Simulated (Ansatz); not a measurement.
PbO2:

```xyz
3
Lattice="0.0000 2.7020 2.7020 2.7020 0.0000 2.7020 2.7020 2.7020 0.0000" Properties=species:S:1:pos:R:3 pbc="T T T"
Pb    0.0000    0.0000    0.0000
O     4.0530    4.0530    4.0530
O     1.3510    1.3510    1.3510
```

The cell comes from a database or a generator and needn't be the stable form of this composition.

- Program: Ansatz 0.2.0
- Task: relaxation of cell and atoms
- Functional: revPBE
- Potentials or basis: Ansatz PAW
- Cutoff: 420 eV (not typed: the program's choice for these potentials)
- k mesh: 9 × 9 × 9
- Occupations: fermi-dirac, width 0.05 eV
- Spin: no spin polarisation

At the start: volume 13.15 Å³/atom.

Question: Where does the relaxation end?

Answer: It ends after 6 steps and the volume is 13.48 Å³/atom (+2.5 %); space group Fm-3m (No. 225, to 0.05 Å).

The path:
| step | energy change (eV) | largest force (eV/Å) | volume (Å³) |
| --- | --- | --- | --- |
| 1 | 0.0000 | 0.0000 | 39.45 |
| 2 | -0.0050 | 0.0000 | 40.58 |
| 3 | -0.0060 | 0.0000 | 40.39 |
| 4 | -0.0096 | 0.0000 | 40.39 |
| 5 | -0.0095 | 0.0000 | 40.43 |
| 6 | -0.0096 | 0.0000 | 40.43 |

Final structure:
```xyz
3
Lattice="0.0000 2.7242 2.7242 2.7242 0.0000 2.7242 2.7242 2.7242 0.0000" Properties=species:S:1:pos:R:3 pbc="T T T"
Pb    0.0000    0.0000    0.0000
O     4.0863    4.0863    4.0863
O     1.3621    1.3621    1.3621
```

Caveat: the plane-wave basis is chosen anew once the cell has moved, so the energies of steps on either side of that aren't comparable; the pressure holds a Pulay correction of +0.5 GPa for the finite cutoff; the PAW data sets come from PBE, with cores solved anew for the run's functional, which leaves a small shift of forces and pressure.
